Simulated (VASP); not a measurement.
# NaF (I4/mmm) in VASP: further runs, part 2 of 2

VASP 6.6.1. The steps go on from the part before.

## 3. Single point, r2SCAN (strain -0.030 along x and y, +0.015 along z, atoms carried along)

POSCAR

```
NaF
1.0
    0.0000000000      2.2536010000      2.3581495000
    2.2536010000      0.0000000000      2.3581495000
    2.2536010000      2.2536010000      0.0000000000
Na F
1 1
Direct
    0.0000000000      0.0000000000      0.0000000000
    0.5000000000      0.5000000000      0.5000000000
```

INCAR.step1

```
SYSTEM = NaF
  PREC = Accurate
  ENCUT = 520
  ISMEAR = 0
  SIGMA = 0.05
  LREAL = .False.
  LASPH = .True.
  NELM = 80
  NBANDS = 14
  GGA = PE
  ALGO = Normal
  EDIFF = 1E-4
  LWAVE = .True.
  LCHARG = .False.
```

INCAR.step2

```
SYSTEM = NaF
  PREC = Accurate
  ENCUT = 520
  EDIFF = 1E-6
  ISMEAR = 0
  SIGMA = 0.05
  LREAL = .False.
  LASPH = .True.
  NELM = 80
  ALGO = Normal
  ISIF = 2
  LWAVE = .False.
  LCHARG = .False.
  METAGGA = R2SCAN
  LMIXTAU = .True.
  NBANDS = 14
  ISTART = 1
```

KPOINTS

```
regular mesh
0
Gamma
  8 8 8
  0 0 0
```

Potentials or basis: VASP PAW PBE potentials, release 64 (Na_pv, F).

Started as:

```console
$ cat potpaw_PBE.64/Na_pv/POTCAR potpaw_PBE.64/F/POTCAR > POTCAR
$ cp INCAR.step1 INCAR
$ mpirun -np 1 vasp_std > vasp.out
$ cp INCAR.step2 INCAR
$ mpirun -np 1 vasp_std > vasp.out
```

OUTCAR:

```text
SYSTEM = NaF
   PREC = Accurate
   ENCUT = 520
   EDIFF = 1E-6
   ISMEAR = 0
   LREAL = .False.
   LASPH = .True.
   NELM = 80
   ISIF = 2
   METAGGA = R2SCAN
   ISTART = 1

 ion  position               nearest neighbor table
   1  0.000  0.000  0.000-   2 2.25   2 2.25   2 2.25   2 2.25
   2  0.500  0.500  0.500-   1 2.25   1 2.25   1 2.25   1 2.25

  LATTYP: Found a body centered tetragonal cell.
 ALAT       =     3.1870730984
 C/A-ratio  =     1.4798214081

  Lattice vectors:

 A1 = (  -2.2536010000,   0.0000000000,   2.3581495000)
 A2 = (   2.2536010000,   0.0000000000,   2.3581495000)
 A3 = (   0.0000000000,   2.2536010000,  -2.3581495000)

Analysis of symmetry for initial positions (statically):
=====================================================================
 Subroutine PRICEL returns:
 Original cell was already a primitive cell.

 Routine SETGRP: Setting up the symmetry group for a
 body centered tetragonal supercell.

 Subroutine GETGRP returns: Found 16 space group operations
 (whereof 16 operations were pure point group operations)
 out of a pool of 16 trial point group operations.

The static configuration has the point symmetry D_4h.

[... 177 lines left out ...]
      8       4.8224      0.00000
      9      17.2992      0.00000
     10      17.6263      0.00000
     11      17.6264      0.00000
     12      20.2653      0.00000
     13      22.2371      0.00000
     14      23.5789      0.00000
[... 377 lines left out ...]
      1     -23.2039      2.00000
      2     -21.9702      2.00000
      3     -21.9520      2.00000
      4     -21.5327      2.00000
      5      -3.8273      2.00000
      6      -2.8616      2.00000
      7      -2.8293      2.00000
      8       8.1772      0.00000
      9      12.4159      0.00000
     10      18.2646      0.00000
     11      18.6550      0.00000
     12      20.0701      0.00000
     13      22.8109      0.00000
     14      25.2312      0.00000

 [... further k-points ...]

------------------------ aborting loop because EDIFF is reached ----------------------------------------

  FORCE on cell =-STRESS in cart. coord.  units (eV):
  Direction    XX          YY          ZZ          XY          YZ          ZX
  --------------------------------------------------------------------------------------
  -------------------------------------------------------------------------------------
  Total        0.2631226      0.2631226     -0.3811010      0.0000000      0.0000000     -0.0000000
  in kB       17.6000277     17.6000277    -25.4914966      0.0000000      0.0000000     -0.0000000
  external PRESSURE =       3.2361863 kB  Pullay stress =       0.0000000 kB

 VOLUME and BASIS-vectors are now :
 -----------------------------------------------------------------------------
  energy-cutoff  :      520.00
  volume of cell :       23.95
      direct lattice vectors                 reciprocal lattice vectors
     0.000000000  2.253601000  2.358149500    -0.221867136  0.221867136  0.212030662
     2.253601000  0.000000000  2.358149500     0.221867136 -0.221867136  0.212030662
     2.253601000  2.253601000  0.000000000     0.221867136  0.221867136 -0.212030662

 POSITION                                       TOTAL-FORCE (eV/Angst)
 -----------------------------------------------------------------------------------
      0.00000      0.00000      0.00000         0.000000      0.000000     -0.000000
      2.25360      2.25360      2.35815         0.000000      0.000000      0.000000
 -----------------------------------------------------------------------------------
    total drift:                                0.000000     -0.000000      0.000000

  FREE ENERGIE OF THE ION-ELECTRON SYSTEM (eV)
  ---------------------------------------------------
  free  energy   TOTEN  =       -12.5939715404 eV

  energy  without entropy=      -12.5939715404  energy(sigma->0) =      -12.59397154
```

Run time: 42 s. Hardware: 1 thread of Intel Xeon Platinum 8488C (Sapphire Rapids), shared host; peak memory 0.14 GiB.

Results:

| Property | Result |
| --- | --- |
| Free energy | -12.5940 eV |
| Pressure | 0.3 GPa |
| Band gap on the k mesh | 7.38 eV, direct |

Stress tensor (GPa, compression positive):
```
 1.76  0.00  0.00
 0.00  1.76  0.00
 0.00  0.00 -2.55
```

Levels at points of the mesh, in eV from the valence-band top:
| k point | band 3 | band 4 | band 5 | band 6 | band 7 | band 8 | band 9 | band 10 | band 11 | band 12 |
| --- | --- | --- | --- | --- | --- | --- | --- | --- | --- | --- |
| (0.00, 0.00, 0.00) | -19.38 | -19.38 | -0.01 | 0.00 | 0.00 | 7.38 | 19.86 | 20.19 | 20.19 | 22.82 |
| (0.50, 0.00, 0.00) | -19.38 | -18.84 | -1.64 | -0.31 | -0.27 | 11.87 | 13.74 | 21.43 | 22.30 | 24.03 |
| (0.50, 0.50, 0.00) | -19.43 | -19.42 | -1.38 | -0.37 | -0.37 | 13.98 | 14.37 | 15.16 | 21.99 | 21.99 |
| (0.50, 0.00, 0.50) | -19.45 | -19.44 | -1.29 | -0.48 | -0.42 | 13.91 | 14.60 | 15.28 | 21.21 | 21.71 |

Caveat: the PAW data sets were made with another functional, which shifts forces and pressure a little.

## 4. Single point, r2SCAN (strain -0.015 along x and y, +0.030 along z, atoms carried along)

POSCAR

```
NaF
1.0
    0.0000000000      2.2884505000      2.3929990000
    2.2884505000      0.0000000000      2.3929990000
    2.2884505000      2.2884505000      0.0000000000
Na F
1 1
Direct
    0.0000000000      0.0000000000      0.0000000000
    0.5000000000      0.5000000000      0.5000000000
```

INCAR.step1

```
SYSTEM = NaF
PREC = Accurate
ENCUT = 520
ISMEAR = 0
SIGMA = 0.05
LREAL = .FALSE.
LASPH = .TRUE.
NELM = 100
NBANDS = 14
GGA = PE
ALGO = Normal
EDIFF = 1E-4
LWAVE = .TRUE.
LCHARG = .FALSE.
```

INCAR.step2

```
SYSTEM = NaF
PREC = Accurate
ENCUT = 520
EDIFF = 1E-6
ISMEAR = 0
SIGMA = 0.05
LREAL = .FALSE.
LASPH = .TRUE.
NELM = 100
ALGO = Normal
ISIF = 2
LWAVE = .FALSE.
LCHARG = .FALSE.
METAGGA = R2SCAN
LMIXTAU = .TRUE.
NBANDS = 14
ISTART = 1
```

KPOINTS

```
Automatic mesh
0
G
  8 8 8
  0 0 0
```

Started as:

```console
$ cat potpaw_PBE.64/Na_pv/POTCAR potpaw_PBE.64/F/POTCAR > POTCAR
$ cp INCAR.step1 INCAR
$ mpirun -np 1 vasp_std > vasp.out
$ cp INCAR.step2 INCAR
$ mpirun -np 1 vasp_std > vasp.out
```

Wall time 76 s (1 thread of Intel Xeon Platinum 8488C (Sapphire Rapids), shared host); peak memory 0.15 GiB.

Results (log left out):

```yaml
Free_energy: -12.5888 eV
Pressure: -1.9 GPa
Band_gap_on_the_k_mesh: 7.12 eV, direct
```

Stress tensor (GPa, compression positive):
```
-0.79  0.00  0.00
 0.00 -0.79  0.00
 0.00  0.00 -4.21
```

Levels at points of the mesh, in eV from the valence-band top:
```csv
k point,band 5,band 6,band 7,band 8,band 9,band 10
"(0.00, 0.00, 0.00)",0.00,0.00,0.00,7.12,19.54,19.85
"(0.50, 0.00, 0.00)",-1.54,-0.28,-0.24,11.57,13.34,20.93
"(0.50, 0.50, 0.00)",-1.30,-0.35,-0.35,13.59,14.19,14.68
"(0.50, 0.00, 0.50)",-1.23,-0.46,-0.39,13.75,14.20,14.82
```

Caveat: the PAW data sets were made with another functional, which shifts forces and pressure a little.

## 5. Summary

```tsv
cell	gap on the mesh (eV)	pressure (GPa)
strain +0.030 along x and y, -0.015 along z, atoms carried along	6.88	-4.0
strain -0.030 along x and y, +0.015 along z, atoms carried along	7.38	0.3
strain -0.015 along x and y, +0.030 along z, atoms carried along	7.12	-1.9
```

Alike in all rows: task single point; level r2SCAN; potentials or basis VASP PAW PBE potentials, release 64 (Na_pv, F); no spin polarisation; k mesh 8 × 8 × 8; cutoff (eV) 520; smearing gaussian 0.05 eV.

Caveats: the PAW data sets were made with another functional, which shifts forces and pressure a little.

Absolute energies hang on the potentials; compare differences alone.
